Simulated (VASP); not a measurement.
A run of VASP 6.6.1 is set up as follows.

Contents of INCAR:

```
SYSTEM = Mg
PREC = Accurate ; ENCUT = 520
EDIFF = 1E-7 ; ISMEAR = -1
SIGMA = 0.1 ; LREAL = .FALSE.
LASPH = .TRUE. ; NELM = 60
ALGO = Fast ; ISIF = 2
LWAVE = .FALSE. ; LCHARG = .FALSE.
NBANDS = 7
```

File KPOINTS:

```
Automatic mesh
0
G
  12 12 12
  0 0 0
```

The input POSCAR:

```
Mg
1.0
    2.8347188469      0.0000000000      0.0000000000
    0.0000000000      2.8347188469      0.0000000000
    0.0000000000      0.0000000000      2.8347188469
Mg
1
Direct
    0.0000000000      0.0000000000      0.0000000000
```

Potentials or basis: VASP PAW LDA potentials, release 64 (Mg).

Launch:

```bash
$ cat potpaw_LDA.64/Mg/POTCAR > POTCAR
$ mpirun -np 1 vasp_std > vasp.out
```

What does it give for the band gap on the k mesh?

None (metal or under the smearing width).

Estimate the pressure.

4.0 GPa.
